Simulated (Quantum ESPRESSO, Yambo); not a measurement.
# Quasiparticle gap of BaTe (Fm-3m) in Yambo, part 2 of 3

Aim: the G0W0 gap of BaTe (Fm-3m) on PBE, step by step.

Quantum ESPRESSO 7.5 and Yambo 5.3.0; PBE and many-body steps on it, plane waves. Known limits of the many-body steps: not at the basis limit; exchange with frozen shells missing; no spin-orbit coupling.

So far. Step 2 (Ground state): The gap is indirect, with the least direct gap 0.37 eV higher. Step 3 (Bands along the symmetry lines): The gap is 1.541 eV, as in the run before at this level.

The database entry behind the starting cell differs from later determinations by our own check (about 0.2 % short), so it need not match the best structure at ambient conditions.

**4. Empty states on the mesh, 4×4×4 mesh, 80 bands**

Level of this step: DFT, PBE, plane waves, norm-conserving pseudopotentials (Quantum ESPRESSO).

The sums over transitions need many empty states on a uniform mesh; this step solves for them.

File pw.in:

```
&control
  calculation = 'nscf'
  prefix = 'x'
  outdir = 'o'
  pseudo_dir = 'pseudo'
/
&system
  ibrav = 0
  nat = 2
  ntyp = 2
  ecutwfc = 68.0
  nbnd = 80
  force_symmorphic = .true.
/
&electrons
  conv_thr = 1e-9
  electron_maxstep = 80
  diago_full_acc = .true.
  diago_thr_init = 5e-6
/
ATOMIC_SPECIES
  Ba 137.33 Ba.upf
  Te 127.6 Te.upf
CELL_PARAMETERS angstrom
  -0.0000000000 3.4930000000 3.4930000000
  3.4930000000 -0.0000000000 3.4930000000
  3.4930000000 3.4930000000 -0.0000000000
ATOMIC_POSITIONS crystal
  Ba 0.0000000000 0.0000000000 0.0000000000
  Te 0.5000000000 0.5000000000 0.5000000000
K_POINTS automatic
  4 4 4 0 0 0
```

Launch:

```bash
$ OMP_NUM_THREADS=1 mpirun -n 4 pw.x -nk 4 -in pw.in > pw.out
```

Log:

```text
[banner, memory and clock lines left out]
Program PWSCF v.7.5 starts

     Atomic positions and unit cell read from directory:
     o/x.save/

     Message from routine setup:
     using ibrav=0 with symmetry is DISCOURAGED, use correct ibrav instead

     G-vector sticks info

     bravais-lattice index     =            0
     lattice parameter (alat)  =       9.3350  a.u.
     unit-cell volume          =     575.2046 (a.u.)^3
     number of atoms/cell      =            2
     number of atomic types    =            2
     number of electrons       =        26.00
     number of Kohn-Sham states=           80
     kinetic-energy cutoff     =      68.0000  Ry
     charge density cutoff     =     272.0000  Ry
     Exchange-correlation= PBE
                           (   1   4   3   4   0   0   0)

     celldm(1)=   9.334960  celldm(2)=   0.000000  celldm(3)=   0.000000
     celldm(4)=   0.000000  celldm(5)=   0.000000  celldm(6)=   0.000000

     crystal axes: (cart. coord. in units of alat)
               a(1) = (  -0.000000   0.707107   0.707107 )
               a(2) = (   0.707107  -0.000000   0.707107 )
               a(3) = (   0.707107   0.707107  -0.000000 )

     reciprocal axes: (cart. coord. in units 2 pi/alat)
               b(1) = ( -0.707107  0.707107  0.707107 )
               b(2) = (  0.707107 -0.707107  0.707107 )
               b(3) = (  0.707107  0.707107 -0.707107 )
     Pseudo is Norm-conserving + core correction, Zval = 10.0
     Generated using ONCVPSP code by D. R. Hamann
     Using radial grid of 1958 points,  6 beta functions with:
     Pseudo is Norm-conserving + core correction, Zval = 16.0
     Generated using ONCVPSP code by D. R. Hamann
     Using radial grid of 1294 points,  6 beta functions with:
     Ba               10.00   137.33000     Ba( 1.00)
     Te               16.00   127.60000     Te( 1.00)

     48 Sym. Ops., with inversion, found

   Cartesian axes

     site n.     atom                  positions (alat units)
         1        Ba     tau(   1) = (   0.0000000   0.0000000   0.0000000  )
         2        Te     tau(   2) = (   0.7071068   0.7071068   0.7071068  )

     number of k points=     8
                       cart. coord. in units 2pi/alat
        k(    1) = (   0.0000000   0.0000000   0.0000000), wk =   0.0312500
        k(    2) = (   0.1767767   0.1767767  -0.1767767), wk =   0.2500000
        k(    3) = (  -0.3535534  -0.3535534   0.3535534), wk =   0.1250000
[...]
k(    7) = (  -0.7071068   0.0000000   0.0000000), wk =   0.0937500
        k(    8) = (  -0.7071068   0.3535534   0.0000000), wk =   0.1875000

     Dense  grid:    43655 G-vectors     FFT dimensions: (  50,  50,  50)

     The potential is recalculated from file :
     o/x.save/charge-density

     Starting wfcs are   14 randomized atomic wfcs +   66 random wfcs

     Band Structure Calculation

     End of band structure calculation

          k = 0.0000 0.0000 0.0000 (  5577 PWs)   bands (ev):

   -28.3548 -28.3548 -28.3452 -28.3452 -28.3452 -20.3526  -5.4899  -5.4899
    -5.4899  -2.9035   6.6388   6.6388   6.6388   9.5904   9.5969   9.5969
     9.5969  10.2208  10.2208  13.5717  18.9084  18.9084  18.9084  19.4796
[...]
k = 0.1768 0.1768-0.1768 (  5438 PWs)   bands (ev):

[...]
k =-0.3536-0.3536 0.3536 (  5444 PWs)   bands (ev):

[...]
42.3685  42.9952  43.2045  43.2045  43.5891  44.0925  44.6963  44.6963
    45.7592  45.7592  46.5038  47.8283  48.4574  50.2825  50.5811  50.5811

          k = 0.3536 0.0000 0.0000 (  5425 PWs)   bands (ev):

     [... further k-points ...]

     highest occupied, lowest unoccupied level (ev):     6.6388    8.1796

     XML data file, pseudopotentials, collected wavefunctions
```

Wall time 8.7 s (4 MPI ranks of Arm Neoverse V1, shared host); peak memory 0.37 GiB.

This step gave:

```
gap                                                           : 1.541 eV
k of the valence top                                          : 0, 0, 0
k of the conduction bottom                                    : 0, -0.5, -0.5
least direct gap                                              : 1.914 eV
k points computed                                             : 8
lowest point of the top converged band, above the valence top : 42.61 eV
```

On this mesh the gap is 1.541 eV.

**5. Conversion and set-up**

This step: Yambo 5.3.0; conversion and set-up on PBE, plane waves, norm-conserving pseudopotentials.

The states are converted to the many-body program's format and the q mesh is built.

Launch:

```bash
$ (cd o/x.save; p2y > p2y.log; mv SAVE ../..); yambo > setup.log
```

Log:

```text
 Yambo, version 5.3.0

 [02] CORE Variables Setup
 =========================

  [02.01] Unit cells
  ==================

  Cell kind             :  FCC
  Atoms in the cell     :  Ba  Te
  number of Ba atoms    :  1
  number of Te atoms    :  1

  List of atomic masses
  Mass of Ba    :  137.3300
  Mass of Te    :  127.6000

  List of atomic coordinates    : [cc]
  Ba1       :  0.000000  0.000000  0.000000  order 1
  Te1       :  6.600813  6.600813  6.600813  order 2

  Alat factors          :  6.600813  6.600813  6.600813 [a.u.]
  Direct lattice volume :  575.2046 [a.u.]
  Direct lattice vectors:  A[ 1 ]  A[ 2 ]  A[ 3 ]
   A[ 1 ]: -0.000000  1.000000  1.000000  [iru]
  -0.000000  6.600813  6.600813  [cc]
   A[ 2 ]:  1.000000 -0.000000  1.000000  [iru]
   6.600813 -0.000000  6.600813  [cc]
   A[ 3 ]:  1.000000  1.000000 -0.000000  [iru]
   6.600813  6.600813 -0.000000  [cc]

  Recip. lattice volume :  0.431238 [a.u.]
  Recip. lattice vectors:  B[ 1 ]  B[ 2 ]  B[ 3 ]
   B[ 1 ]: -0.500000  0.500000  0.500000  [iku]
  -0.475940  0.475940  0.475940  [cc]
   B[ 2 ]:  0.500000 -0.500000  0.500000  [iku]
   0.475940 -0.475940  0.475940  [cc]
   B[ 3 ]:  0.500000  0.500000 -0.500000  [iku]
   0.475940  0.475940 -0.475940  [cc]

  [02.02] Symmetries
  ==================

  Inversion symmetry    : yes
  Spatial inversion     : yes
  Inversion index       :  25
  K-space Time-reversal : no
  Magnetic symmetries   : no
  Group table correct   : yes
  Symmetries units      :  [cc]

   [S  1]:   1.0000      0.11866E-17  0.11866E-17  0.11866E-17   1.0000     -0.11866E-17 -0.11866E-17 -0.11866E-17   1.0000
   [S  2]:  -1.0000     -0.11866E-17  0.11866E-17 -0.11866E-17  -1.0000     -0.11866E-17  0.11866E-17  0.11866E-17   1.0000
   [S  3]:  -1.0000      0.11866E-17 -0.11866E-17 -0.11866E-17   1.0000      0.11866E-17  0.11866E-17 -0.11866E-17  -1.0000
[...]
[... 36 further rows ...]
   [S 47]:  0.11866E-17   1.0000     -0.11866E-17 -0.11866E-17  0.11866E-17  -1.0000       1.0000     -0.11866E-17  0.11866E-17
   [S 48]:  0.11866E-17  -1.0000      0.11866E-17 -0.11866E-17 -0.11866E-17   1.0000       1.0000      0.11866E-17 -0.11866E-17

  [02.03] Reciprocal space
  ========================

  nG shells         :   403
  nG charge         :   43655
  nG WFs            :   6483
  nC WFs            :   5577
  G-vecs. in first 40 shells:  [ Number ]
     1    9   15   27   51   59   65   89  113
    137   169   181   229   259   283   307   331   339
    387   411   459   531   537   561   609   645   701
[...]
1139  1211  1243  1291
  ...
  Shell energy in first 40 shells:  [ mHa ]
[...]
5776.24      5889.50      6342.53      6682.31      7248.61      7588.39      7701.65      8154.69      8494.47
    8607.73      9060.76      9400.54      9513.80      9966.84      10306.6      10872.9      11212.7      11326.0
[...]
K/Q-points units:
  rlu = crystal or reduced units; cc = cartesian coordinates; iku = interal k-units

  K [1]          [rlu]:  0.000000  0.000000  0.000000
         WF components:   5577
  K [2]          [rlu]:  0.13526E-16  0.13526E-16  0.25000
         WF components:   5438
  K [3]          [rlu]: -0.27053E-16 -0.27053E-16 -0.50000
         WF components:   5444
  K [4]          [rlu]:  0.66993E-17  0.25000      0.25000
         WF components:   5425
  K [5]          [rlu]:  0.45620E-17  0.25000     -0.50000
         WF components:   5452
  [... 2 further k-points ...]
  K [8]          [rlu]:  0.250000 -0.500000 -0.250000
         WF components:   5440

  [02.05] Energies & Occupations
  ==============================

  [X] === General ===
  [X] Electronic Temperature                        :  0.000000  0.000000 [eV K]
  [X] Bosonic    Temperature                        :  0.000000  0.000000 [eV K]
  [X] Finite Temperature mode                       : no
  [X] El. density                                   :  0.30503E+24 [cm-3]
  [X] Fermi Level                                   :  6.638784 [eV]

  [X] === Gaps and Widths ===
  [X] Conduction Band Min                           :  1.540848 [eV]
  [X] Valence Band Max                              :  0.000000 [eV]
  [X] Filled Bands                                  :  13
  [X] Empty Bands                                   :   14   80
  [X] Direct Gap                                    :  1.914105 [eV]
  [X] Direct Gap localized at k                     :   7
  [X] Indirect Gap                                  :  1.540848 [eV]
  [X] Indirect Gap between kpts                     :   1   7
  [X] Last valence band width                       :  1.116231 [eV]
  [X] 1st conduction band width                     :  2.662547 [eV]

  E @ K [1]:  [eV]
  -34.99358 -34.99358 -34.98393 -34.98393 -34.98393 -26.99135 -12.12866 -12.12866
   -12.1287     -9.54231    -0.650009E-8 -0.243864E-8   0.00000      2.95164      2.95810      2.95810
    2.95810   3.58202   3.58202   6.93288  12.26957  12.26957  12.26957  12.84086
[...]
occ @ K [1]
[...]
E @ K [2]:  [eV]
[...]
occ @ K [2]
[...]
E @ K [3]:  [eV]
[...]
occ @ K [3]
[...]
E @ K [4]:  [eV]
[...]
occ @ K [4]
[...]
E @ K [5]:  [eV]
[...]
occ @ K [5]
[...]
[... 2 further k-points ...]
  E @ K [8]:  [eV]
[...]
occ @ K [8]
[...]
0.000000  0.000000  0.000000  0.000000  0.000000  0.000000  0.000000  0.000000
   0.000000  0.000000  0.000000  0.000000  0.000000  0.000000  0.000000  0.000000

 [03] Transferred momenta grid and indexing
 ==========================================

 IBZ Q-points                                      :   8
 BZ  Q-points                                      :   64

 K/Q-points units:
 rlu = crystal or reduced units; cc = cartesian coordinates; iku = interal k-units

 Q [1]          [rlu]:  0.000000  0.000000  0.000000
 Q [2]          [rlu]:  0.35015E-18  0.35015E-18  0.25000
 Q [3]          [rlu]: -0.70030E-18 -0.70030E-18 -0.50000
[...]
Q [7]          [rlu]: -0.13399E-16 -0.50000     -0.50000
 Q [8]          [rlu]:  0.250000 -0.500000 -0.250000

  [03.01] X indexes
  =================

   [03.01.01] Sigma indexes
   ========================

 [06] Game Over & Game summary
```

Wall time 3 s (1 MPI rank); peak memory 0.26 GiB.

(Continued in part 3 of 3.)

[Paths, hosts, dates, memory and timing lines, banners, echoed tables and standing remarks are left out of the program output.]

[Logs are printed without paths, hosts, clocks, repeated set-up lines and the standing remarks that a program may print on its own settings, such as how far it seeks lower states.]

[Runs of the session that timed out or met a known fault of the program may be left out.]

[Hosts, paths, dates, database ids (printed as entryN), source tags and the programs' standing remarks are cut or masked in the printed files.]
